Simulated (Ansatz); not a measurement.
## A series in volume scale on Ga

All results are calculated (Ansatz 0.2.0). Plane-wave DFT, scalar-relativistic PAW made under PBE with cores redone for the functional, no dispersion; the given relaxed cell is scaled uniformly, energy at zero smearing counts from the unscaled cell, pressure at the given Fermi-Dirac smearing is positive in compression.

The cell before it is scaled or strained (space group Fd-3m, No. 227):
```
Ga
1.0
      0.0000     2.9406     2.9406
      2.9406     0.0000     2.9406
      2.9406     2.9406     0.0000
Ga
2
Direct
  0.12500 0.12500 0.12500
  0.87500 0.87500 0.87500
```

Settings of every row: spin polarised no; functional PBE; wave cutoff 420 eV; smearing width 0.1 eV; k mesh 15x15x15.

Atom starting moment: 0 on all atoms.

Limits: the cell comes from a prototype or a list of computed structures and needn't be the stable phase.

```csv
row,volume scale,V (Å³/atom),pressure (GPa),energy change per atom (meV)
1,0.88,22.376,6.22,50.96
2,0.92,23.394,3.64,20.5
3,0.96,24.411,1.62,4.56
4,1.04,26.445,-1.21,4.31
5,1.08,27.462,?,?
6,1.12,28.479,-2.97,32.44
```

Question: what pressure and energy change per atom should row 5 give?

Worked fit of pressure. Take u = (V_r/V)^(2/3) − 1 with V_r = 24.411 Å³ an atom, which is twice the finite (Eulerian) strain; such expansions in the strain, on which the Birch-Murnaghan equation of state is built, carry the rest volume and the bulk modulus. The shown rows have u = 0.05975, 0.02878, 0, -0.05196, -0.09765. Least squares give pressure = 1.636 + 65.22 × u + 186.7 × u² GPa; a straight line predicts inner rows, each left out in turn, worse (root mean square 0.53 against 0.051 GPa). The rows lie off it by 0.02, -0.03, -0.02, 0.04, -0.02. The pressure vanishes at u = -0.0272, or V = 25.44 Å³ an atom, and there the bulk modulus at fixed shape and fractions is B = −V dP/dV = (2/3)(1 + u) dP/du = 35.7 GPa. The withheld row has u = -0.07551, so the fit gives 1.636 + 65.22 × (-0.07551) + 186.7 × (-0.07551)² = -2.22 GPa.

The calculation gave -2.19 GPa. The fit lies 0.03 GPa (1.4 % of the value, 0.33 % of the column's range) below it; its largest miss of a shown row is 0.04 GPa.

Worked fit of energy change per atom. Take u = (V_r/V)^(2/3) − 1 with V_r = 24.411 Å³ an atom, which is twice the finite (Eulerian) strain; such expansions in the strain, on which the Birch-Murnaghan equation of state is built, carry the rest volume and the bulk modulus. The shown rows have u = 0.05975, 0.02878, 0, -0.05196, -0.09765. Least squares give energy change per atom = 4.783 + 367.86 × u + 6692.7 × u² meV; a straight line predicts inner rows, each left out in turn, worse (root mean square 19 against 0.74 meV). The rows lie off it by 0.30, -0.41, -0.22, 0.57, -0.24 (root mean square 0.37 meV). The withheld row has u = -0.07551, so the fit gives 4.783 + 367.86 × (-0.07551) + 6692.7 × (-0.07551)² = 15.17 meV.

The calculation gave 15.56 meV. The fit lies 0.39 meV (2.5 % of the value, 0.84 % of the column's range) below it; its largest miss of a shown row is 0.57 meV.
